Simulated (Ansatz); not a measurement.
A surface is cut from this relaxed crystal of Si2Ni:

```cif
data_structure
_symmetry_space_group_name_H-M 'Fm-3m'
_symmetry_Int_Tables_number 225
_cell_length_a 5.3914
_cell_length_b 5.3914
_cell_length_c 5.3914
_cell_angle_alpha 90.000
_cell_angle_beta 90.000
_cell_angle_gamma 90.000
_cell_volume 156.71
loop_
_atom_site_label
_atom_site_type_symbol
_atom_site_symmetry_multiplicity
_atom_site_Wyckoff_symbol
_atom_site_fract_x
_atom_site_fract_y
_atom_site_fract_z
_atom_site_occupancy
Si1 Si 8 c 0.25000 0.75000 0.75000 1
Ni1 Ni 4 a 0.00000 0.00000 0.00000 1
```

Miller indices refer to the conventional cell of Fm-3m (No. 225), a = 5.391 Å, b = 5.391 Å, c = 5.391 Å, α = 90.00°, β = 90.00°, γ = 90.00°.

The (100) slab of 10 planes, 12.1 Å thick with 15 Å of vacuum as cut; outer planes Ni (top) and Si (bottom).

Level of theory: Ansatz, DFT PBEsol, scalar-relativistic, plane waves, PAW. Plane waves to 420 eV, a k mesh through Γ of 9×9×1 on the computed 15-atom cell and Gaussian smearing (0.10 eV); no spin polarisation. The cell repeats along c with a dipole correction in the vacuum.

With the atoms at the bulk's places:

```json
{"Surface energy (mean of both faces)": "2.04 J/m²", "Work function": "4.09 eV (top), 4.74 eV (bottom)", "Dipole of the slab along +c, per cell": "0.05 e·Å"}
```

(1) What changes when all atoms relax within this surface cell and its symmetry?

Spin polarisation was left out, and a magnetic state may lie lower.

Answers

(1) The energy falls by 0.203 J/m² a face, and the largest move is 0.22 Å.

```
Surface energy (mean of both faces)   : 1.84 J/m²
Work function                         : 4.33 eV (top), 4.80 eV (bottom)
Dipole of the slab along +c, per cell : 0.04 e·Å
```

```
plane (bottom to top) atoms spacing to next, bulk (Å) relaxed (Å) change (%)
                    1    Si2                      1.348        1.483       +10.0
                    2     Ni                      1.348        1.251        -7.2
                    3    Si2                      1.348        1.341        -0.5
                    4     Ni                      1.348        1.320        -2.1
                    5    Si2                      1.348        1.311        -2.7
                    6     Ni                      1.348        1.362        +1.0
                    7    Si2                      1.348        1.265        -6.2
                    8     Ni                      1.348        1.451        +7.7
                    9    Si2                      1.348        1.113       -17.4
                   10     Ni
```